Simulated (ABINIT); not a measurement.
# WC (Qusongite) (P-6m2) in ABINIT: further runs

One crystal, WC (Qusongite), is run at these levels: RPBE, r2SCAN, BLYP, WC; tasks: band structure, equation of state.

Everything below comes from runs of ABINIT 10.8.3 (patched build). Logs are shortened: lines on timing, memory, paths and dates and some standing lists are left out, and cuts for length are marked. The log counts tension as positive stress, the text compression.

## (1) Starting point

Symmetry: P-6m2, No. 187, hexagonal system. The conventional cell has a = 2.907 Å, b = 2.907 Å, c = 2.837 Å, α = 90.00°, β = 90.00°, γ = 120.00°. W (site symmetry -6m2) has 6 C at 2.20 Å as nearest neighbours. Around C (site symmetry -6m2) lie 6 W at 2.20 Å.

## (2) Band structure, RPBE

Contents of run.abi:

```
# Datasets: ground state, then fixed potential
ndtset 2

# Pseudopotentials
pp_dirpath "./"
pseudos "W.GGA_PBE-JTH.xml, C.GGA_PBE-JTH.xml"

# Structure
acell 5.4924889812 5.4924889812 5.3603971251
rprim
     1.0000000000     0.0000000000     0.0000000000
    -0.5000000000     0.8660254038     0.0000000000
     0.0000000000     0.0000000000     1.0000000000
ntypat 2
znucl 74 6
natom 2
typat 1 2
xcart
     0.0000000000     0.0000000000     0.0000000000
     2.7462444909     1.5855449958     2.6801985626

# Plane-wave basis
ecut 19.0
pawecutdg 38.0

# Exchange and correlation
ixc 15

# Bands and occupations
occopt 3
tsmear 0.00183747

# SCF cycle
nstep 100

# Output
iomode 3
prtwf 0
prteig 0
prtebands 0
enunit 1
prtden1 1

# Dataset 1
kptopt1 1
ngkpt1 10 10 9
nshiftk1 1
shiftk1 0.0 0.0 0.0
nband1 13
tolvrs1 1.0e-9

# Dataset 2: bands along G-M-K-G-A-L-H-A
iscf2 -2
getden2 1
nband2 19
nbdbuf2 4
tolwfr2 1.0e-11
kptopt2 -7
ndivsm2 6
prteig2 1
kptbounds2
     0.0000000000     0.0000000000     0.0000000000
     0.5000000000     0.0000000000     0.0000000000
     0.3333333333     0.3333333333     0.0000000000
     0.0000000000     0.0000000000     0.0000000000
     0.0000000000     0.0000000000     0.5000000000
     0.5000000000     0.0000000000     0.5000000000
     0.3333333333     0.3333333333     0.5000000000
     0.0000000000     0.0000000000     0.5000000000
```

Potentials or basis: JTH PAW PBE v2.0.

Launch:

```console
$ abinit run.abi > log 2>&1
```

run.abo:

```text
.Version 10.8.3 of ABINIT
 DATASET    1 : space group P-6 m 2 (#187); Bravais hP (primitive hexag.)
================================================================================
 Values of the parameters that define the memory need for DATASET  1.
     intxc =       0    ionmov =       0      iscf =      17    lmnmax =      18
     lnmax =       6     mgfft =      24  mpssoang =       3    mqgrid =    3001
     natom =       2  nloc_mem =       2    nspden =       1   nspinor =       1
    nsppol =       1      nsym =      12    n1xccc =       1    ntypat =       2
    occopt =       3   xclevel =       2
       mpw =         569          nfft =       13824          nkpt =          70
 PAW method is used; the additional fine FFT grid is defined by:
   mgfftf=        32    nfftf =     30720
================================================================================
================================================================================

 DATASET    2 : space group P-6 m 2 (#187); Bravais hP (primitive hexag.)
================================================================================
 Values of the parameters that define the memory need for DATASET  2.
     intxc =       0    ionmov =       0      iscf =      -2    lmnmax =      18
     lnmax =       6     mgfft =      24  mpssoang =       3    mqgrid =    3001
     natom =       2  nloc_mem =       2    nspden =       1   nspinor =       1
    nsppol =       1      nsym =      12    n1xccc =       1    ntypat =       2
    occopt =       3   xclevel =       2
       mpw =         574          nfft =       13824          nkpt =          66
 PAW method is used; the additional fine FFT grid is defined by:
   mgfftf=        32    nfftf =     30720
================================================================================
================================================================================

--------------------------------------------------------------------------------
------------- Echo of variables that govern the present computation ------------
--------------------------------------------------------------------------------
 -outvars: echo values of preprocessed input variables --------
            acell      5.4924889812E+00  5.4924889812E+00  5.3603971251E+00 Bohr
              amu      1.83850000E+02  1.20110000E+01
             ecut      1.90000000E+01 Hartree
           enunit           1
           getden1          0
           getden2          1
             iscf1         17
             iscf2         -2
                       outvar_i_n : Printing only first  50 k-points.
              ixc          15
           jdtset        1    2
                       outvar_i_n : Printing only first  50 k-points.
           kptopt1          1
           kptopt2         -7
         kptrlatt       10    0    0      0   10    0      0    0    9
          kptrlen1     4.82435741E+01
          kptrlen2     3.00000000E+01
            natom           2
            nband1         13
            nband2         19
           nbdbuf1          0
           nbdbuf2          4
           ndtset           2
           ndivsm1          0
           ndivsm2          6
            ngfft          24      24      24
          ngfftdg          32      32      30
             nkpt1         70
             nkpt2         66
            nstep         100
             nsym          12
           ntypat           2
                       prtocc : prtvol=0, do not print more k-points.
           occopt           3
        pawecutdg      3.80000000E+01 Hartree
         pawxcdev           0
        prtebands           0
           prteig1          0
           prteig2          1
            prtwf           0
            rprim      1.0000000000E+00  0.0000000000E+00  0.0000000000E+00
                      -5.0000000000E-01  8.6602540380E-01  0.0000000000E+00
                       0.0000000000E+00  0.0000000000E+00  1.0000000000E+00
           shiftk1     0.00000000E+00  0.00000000E+00  0.00000000E+00
           shiftk2     5.00000000E-01  5.00000000E-01  5.00000000E-01
          spgroup         187
           tolvrs1     1.00000000E-09
           tolvrs2     0.00000000E+00
           tolwfr1     0.00000000E+00
           tolwfr2     1.00000000E-11
           tsmear      1.83747000E-03 Hartree
            typat      1  2
           useylm           1
                       outvars : Printing only first  50 k-points.
           xangst      0.0000000000E+00  0.0000000000E+00  0.0000000000E+00
                       1.4532499990E+00  8.3903427814E-01  1.4182999990E+00
            xcart      0.0000000000E+00  0.0000000000E+00  0.0000000000E+00
                       2.7462444906E+00  1.5855449959E+00  2.6801985626E+00
             xred      0.0000000000E+00  0.0000000000E+00  0.0000000000E+00
                       6.6666666667E-01  3.3333333333E-01  5.0000000000E-01
            znucl       74.00000    6.00000

================================================================================

[... 229 lines left out ...]
 R(1)=  5.4924890  0.0000000  0.0000000  G(1)=  0.1820668  0.1051163  0.0000000
 R(2)= -2.7462445  4.7566350  0.0000000  G(2)=  0.0000000  0.2102327  0.0000000
 R(3)=  0.0000000  0.0000000  5.3603971  G(3)=  0.0000000  0.0000000  0.1865533
 Unit cell volume ucvol=  1.4004448E+02 bohr^3
 Angles (23,13,12)=  9.00000000E+01  9.00000000E+01  1.20000000E+02 degrees

 Coarse grid specifications (used for wave-functions):

 getcut: wavevector=  0.0000  0.0000  0.0000  ngfft=  24  24  24
         ecut(hartree)=     19.000   => boxcut(ratio)=   2.22690

 getcut : COMMENT -
  Note that boxcut > 2.2 ; recall that boxcut=Gcut(box)/Gcut(sphere) = 2
  is sufficient for exact treatment of convolution.
  Such a large boxcut is a waste : you could raise ecut
  e.g. ecut=   23.555583 Hartrees makes boxcut=2

 Fine grid specifications (used for densities):

 getcut: wavevector=  0.0000  0.0000  0.0000  ngfft=  32  32  30
         ecut(hartree)=     38.000   => boxcut(ratio)=   2.01682
--------------------------------------------------------------------------------

================================================================================
 Non-SCF case, kpt    1 (  0.00000  0.00000  0.00000), residuals and eigenvalues=
  4.21E-12  2.33E-12  1.89E-12  4.44E-12  4.14E-12  1.04E-12  9.73E-12  6.48E-12
  8.13E-13  5.51E-12  2.35E-12  2.33E-12  3.71E-12  1.44E-12  1.76E-12  4.98E-12
  3.02E-12  1.72E-08  3.09E-08
 -2.3516E+00 -1.0276E+00 -1.0237E+00 -1.0237E+00 -1.6352E-01  2.1124E-01
  2.4743E-01  2.4743E-01  3.7310E-01  4.8924E-01  4.8924E-01  5.7727E-01
  5.7727E-01  6.0415E-01  8.9782E-01  9.8675E-01  9.8675E-01  1.1443E+00
  1.2472E+00
 Non-SCF case, kpt    2 (  0.05000  0.00000  0.00000), residuals and eigenvalues=
  1.29E-12  1.15E-12  6.06E-12  3.88E-12  2.66E-12  6.10E-12  4.88E-12  4.44E-12
  1.50E-12  1.05E-12  8.84E-13  2.77E-12  1.70E-12  8.47E-13  3.28E-12  8.33E-10
[... 503 lines left out ...]
  2.12E-12  2.77E-12  1.79E-12  5.99E-12  7.43E-12  1.57E-12  3.72E-12  3.77E-12
  9.50E-10  1.72E-08  3.99E-08
 -2.3500E+00 -1.0546E+00 -1.0219E+00 -1.0214E+00 -1.6784E-02  5.4355E-02
  2.9296E-01  2.9435E-01  3.4436E-01  3.5147E-01  5.0819E-01  5.3650E-01
  5.4164E-01  7.4355E-01  8.0952E-01  1.0119E+00  1.2277E+00  1.2633E+00
  1.2645E+00
 Non-SCF case, kpt   66 (  0.00000  0.00000  0.50000), residuals and eigenvalues=
  5.03E-12  3.05E-12  1.89E-12  3.81E-12  3.55E-12  1.26E-12  1.94E-12  1.59E-12
  2.95E-12  1.22E-12  1.77E-12  8.77E-12  5.03E-12  8.63E-12  6.64E-12  2.80E-12
  5.18E-11  1.43E-10  1.24E-09
 -2.3501E+00 -1.0547E+00 -1.0213E+00 -1.0213E+00 -1.6017E-02  5.1451E-02
  2.9604E-01  2.9604E-01  3.4861E-01  3.4861E-01  5.0500E-01  5.3684E-01
  5.3684E-01  7.3859E-01  8.0383E-01  1.0131E+00  1.2310E+00  1.2641E+00
  1.2641E+00

--- !ResultsGS
iteration_state: {dtset: 2, }
comment   : Summary of ground state results
lattice_vectors:
- [  5.4924890,   0.0000000,   0.0000000, ]
- [ -2.7462445,   4.7566350,   0.0000000, ]
- [  0.0000000,   0.0000000,   5.3603971, ]
lattice_lengths: [   5.49249,    5.49249,    5.36040, ]
lattice_angles: [ 90.000,  90.000, 120.000, ] # degrees, (23, 13, 12)
lattice_volume:   1.4004448E+02
convergence: {deltae:  0.000E+00, res2:  0.000E+00, residm:  9.995E-12, diffor:  0.000E+00, }
etotal    :  -7.46802205E+01
entropy   :   0.00000000E+00
fermie    :   3.69960397E-01
cartesian_stress_tensor: null
pressure_GPa: null
xred      :
- [  0.0000E+00,   0.0000E+00,   0.0000E+00,  W]
- [  6.6667E-01,   3.3333E-01,   5.0000E-01,  C]
cartesian_forces: null
force_length_stats: {min: null, max: null, mean: null, }
...

 Integrated electronic density in atomic spheres:
 ------------------------------------------------
 Atom  Sphere_radius  Integrated_density
    1        2.41189         11.86522480
    2        1.50737          2.47988199

================================================================================

 ----iterations are completed or convergence reached----

 Mean square residual over all n,k,spin=   42.003E-13; max=  99.945E-13
 reduced coordinates (array xred) for    2 atoms
       0.000000000000      0.000000000000      0.000000000000
       0.666666666667      0.333333333333      0.500000000000

 cartesian coordinates (angstrom) at end:
    1      0.00000000000000     0.00000000000000     0.00000000000000
    2      1.45324999900754     0.83903427814190     1.41829999903425
 length scales=  5.492488981200  5.492488981200  5.360397125100 bohr
              =  2.906499998015  2.906499998015  2.836599998068 angstroms
 Eigenvalues (   eV  ) for nkpt=  66  k points:
 kpt#   1, nband= 19, wtk=  1.00000, kpt=  0.0000  0.0000  0.0000 (reduced coord)
 -63.98937  -27.96249  -27.85703  -27.85703   -4.44961    5.74800    6.73300    6.73300
  10.15270   13.31285   13.31285   15.70831   15.70831   16.43964   24.43090   26.85086
  26.85086   31.13768   33.93707
 kpt#   2, nband= 19, wtk=  1.00000, kpt=  0.0500  0.0000  0.0000 (reduced coord)
 -63.98796  -27.95981  -27.87800  -27.86175   -4.38344    5.77432    6.63218    6.79444
   9.94194   13.28857   13.54611   15.56353   15.66039   16.64761   24.27684   26.99089
  27.14972   30.64744   34.10250
 kpt#   3, nband= 19, wtk=  1.00000, kpt=  0.1000  0.0000  0.0000 (reduced coord)
 -63.98384  -27.95202  -27.93849  -27.87544   -4.18914    5.78038    6.43290    6.97567
   9.44859   13.21943   14.10018   15.18389   15.52831   17.20464   23.99548   27.39773
  27.82136   29.80895   34.45558
 kpt#   4, nband= 19, wtk=  1.00000, kpt=  0.1500  0.0000  0.0000 (reduced coord)
 -63.97743  -28.03167  -27.93987  -27.89670   -3.87903    5.52174    6.43663    7.26487
   8.86247   13.11357   14.66991   14.76540   15.34003   17.97794   23.80262   28.03475
  28.51061   29.08952   35.03199
 kpt#   5, nband= 19, wtk=  1.00000, kpt=  0.2000  0.0000  0.0000 (reduced coord)
[... 233 lines left out ...]
   8.70378   10.19061   14.32460   14.62247   15.66106   21.17421   23.07311   27.18095
  32.23201   34.50920   34.72057
 kpt#  64, nband= 19, wtk=  1.00000, kpt=  0.0556  0.0556  0.5000 (reduced coord)
 -63.94357  -28.68609  -27.86033  -27.80654   -0.51682    1.70816    7.71774    7.89776
   9.07461    9.79816   14.04807   14.59035   15.10769   20.61470   22.45733   27.41936
  33.08269   34.37271   34.45167
 kpt#  65, nband= 19, wtk=  1.00000, kpt=  0.0278  0.0278  0.5000 (reduced coord)
 -63.94731  -28.69719  -27.80813  -27.79409   -0.45671    1.47907    7.97175    8.00961
   9.37052    9.56401   13.82850   14.59893   14.73869   20.23290   22.02808   27.53482
  33.40654   34.37623   34.40994
 kpt#  66, nband= 19, wtk=  1.00000, kpt=  0.0000  0.0000  0.5000 (reduced coord)
 -63.94859  -28.70100  -27.78995  -27.78995   -0.43585    1.40005    8.05574    8.05574
   9.48624    9.48624   13.74183   14.60819   14.60819   20.09810   21.87326   27.56685
  33.49601   34.39892   34.39892

== END DATASET(S) ==============================================================
================================================================================

 -outvars: echo values of variables after computation  --------
            acell      5.4924889812E+00  5.4924889812E+00  5.3603971251E+00 Bohr
           etotal1    -7.4680220456E+01
            fcart1     3.9219308148E-28  2.2643278116E-28 -0.0000000000E+00
                      -3.9219308148E-28 -2.2643278116E-28 -0.0000000000E+00
            rprim      1.0000000000E+00  0.0000000000E+00  0.0000000000E+00
                      -5.0000000000E-01  8.6602540380E-01  0.0000000000E+00
                       0.0000000000E+00  0.0000000000E+00  1.0000000000E+00
           strten1    -3.5904428782E-04 -3.5904428951E-04 -3.6256864804E-04
                       0.0000000000E+00  0.0000000000E+00  0.0000000000E+00
           xangst      0.0000000000E+00  0.0000000000E+00  0.0000000000E+00
                       1.4532499990E+00  8.3903427814E-01  1.4182999990E+00
             xred      0.0000000000E+00  0.0000000000E+00  0.0000000000E+00
                       6.6666666667E-01  3.3333333333E-01  5.0000000000E-01
 Calculation completed.
```

Wall time 33 s (1 thread of Arm Neoverse V1, shared host); peak memory 0.11 GiB.

Results:

- Free energy: -2032.1523 eV
- Pressure: 10.6 GPa
- Band gap on the k mesh: none (metal or under the smearing width)
- Valence electrons inside the program's atomic spheres: W 11.87; C 2.48

Levels at the corners of the path, in eV from the Fermi level:
| point | band 7 | band 8 | band 9 | band 10 | band 11 | band 12 |
| --- | --- | --- | --- | --- | --- | --- |
| Γ | -3.33 | -3.33 | 0.09 | 3.25 | 3.25 | 5.64 |
| M | -3.62 | -3.58 | -0.47 | 2.35 | 4.54 | 4.89 |
| K | -4.58 | -3.45 | 0.62 | 0.99 | 2.06 | 3.21 |
| Γ | -3.33 | -3.33 | 0.09 | 3.25 | 3.25 | 5.64 |
| A | -2.01 | -2.01 | -0.58 | -0.58 | 3.67 | 4.54 |
| L | -4.32 | -4.22 | 0.27 | 4.44 | 5.31 | 6.63 |
| H | -5.41 | -1.63 | -0.66 | 4.41 | 6.37 | 7.61 |
| A | -2.01 | -2.01 | -0.58 | -0.58 | 3.67 | 4.54 |

Caveat: the PAW data sets were made with another functional, which shifts forces and pressure a little; spin-orbit coupling is left out, which moves the levels of the heavy elements.

## (3) Band structure, r2SCAN

run.abi, as its differences from that of step 2:

```diff
@@ -22,7 +22,9 @@
 # Plane-wave basis
-ecut 19.0
-pawecutdg 38.0
+ecut 23.0
+pawecutdg 45.0
 
 # Exchange and correlation
-ixc 15
+ixc -497498
+usekden 1
+pawxcdev 0
 
@@ -30,3 +32,3 @@
 occopt 3
-tsmear 0.00183747
+tsmear 0.05 eV
 
@@ -42,2 +44,3 @@
 prtden1 1
+prtkden1 1
 
@@ -49,3 +52,3 @@
 nband1 13
-tolvrs1 1.0e-9
+tolvrs1 1.0e-7
 
@@ -54,2 +57,3 @@
 getden2 1
+getkden2 1
 nband2 19
@@ -58,3 +62,3 @@
 kptopt2 -7
-ndivsm2 6
+ndivsm2 5
 prteig2 1
```

Potentials or basis: JTH PAW PBE v2.0.

Launch:

```console
$ abinit run.abi > log 2>&1
```

Wall time 1.8 min (1 thread of Arm Neoverse V1, shared host); peak memory 0.13 GiB.

It converged, with:

| Property | Result |
| --- | --- |
| Free energy | -865.7451 eV |
| Pressure | 3.3 GPa |
| Band gap on the k mesh | none (metal or under the smearing width) |
| Valence electrons inside the program's atomic spheres | W 11.87; C 2.48 |

Stress tensor (GPa, compression positive):
```
4.14 0.00 0.00
0.00 4.14 0.00
0.00 0.00 1.70
```

Levels at the corners of the path, in eV from the Fermi level:
```
point  band 7  band 8  band 9  band 10  band 11  band 12
    Γ   -3.50   -3.50    0.07     3.38     3.38     5.93
    M   -3.79   -3.71   -0.53     2.46     4.71     5.07
    K   -4.72   -3.64    0.71     0.96     2.16     3.40
    Γ   -3.50   -3.50    0.07     3.38     3.38     5.93
    A   -2.13   -2.13   -0.60    -0.60     3.77     4.84
    L   -4.51   -4.39    0.22     4.57     5.44     6.97
    H   -5.66   -1.75   -0.74     4.54     6.64     7.89
    A   -2.13   -2.13   -0.60    -0.60     3.77     4.84
```

Caveat: totals of a meta-GGA on PAW files have another zero than those of a GGA; the PAW data sets were made with another functional, which shifts forces and pressure a little; spin-orbit coupling is left out, which moves the levels of the heavy elements.

## (4) Equation of state, RPBE

Contents of run.abi:

```
ndtset 7
getwfk -1
scalecart1 3*0.9795861087
scalecart2 3*0.9864848297
scalecart3 3*0.9932883884
scalecart4 3*1.0000000000
scalecart5 3*1.0066227096
scalecart6 3*1.0131594038
scalecart7 3*1.0196128224

pp_dirpath "./"
pseudos "W.GGA_PBE-JTH.xml, C.GGA_PBE-JTH.xml"

acell 3*1.0 Angstrom
rprim
     2.9065000000     0.0000000000     0.0000000000
    -1.4532500000     2.5171028361     0.0000000000
     0.0000000000     0.0000000000     2.8366000000
ntypat 2
znucl 74 6
natom 2
typat 1 2
xred
     0.0000000000     0.0000000000     0.0000000000
     0.6666666667     0.3333333333     0.5000000000

ecut 19.0
pawecutdg 38.0

kptopt 1
ngkpt 10 10 9
nshiftk 1
shiftk 0.0 0.0 0.0

ixc 15

nband 13
occopt 3
tsmear 0.00183747

nstep 100
tolvrs 1.0e-9

iomode 3
prtwf 1
prtden 0
prteig 0
prtebands 0
enunit 2
```

Launch:

```console
$ abinit run.abi > log 2>&1
```

Run time: 1.8 min. Hardware: 1 thread of Arm Neoverse V1, shared host; peak memory 0.14 GiB.

It converged, with:

* Equilibrium volume: 10.67 Å³/atom
* Bulk modulus at fixed shape and positions: 378 GPa
* Pressure derivative of the bulk modulus: 4.2

Energy against volume, from the lowest point:
| volume (Å³/atom) | energy (meV/atom) |
| --- | --- |
| 9.754 | 107.01 |
| 9.961 | 61.35 |
| 10.169 | 29.09 |
| 10.376 | 9.21 |
| 10.584 | 0.00 |
| 10.791 | 1.10 |
| 10.999 | 10.89 |

Caveat: pressures at fixed basis lie under the slope of the energies; the cell was scaled at fixed shape and fractional positions, which overstates the stiffness of a crystal with free parameters, most of all of layers and chains; the PAW data sets were made with another functional, which shifts forces and pressure a little. Spin-orbit coupling is left out, which matters for the levels of W.

[end of part 1 of 2]
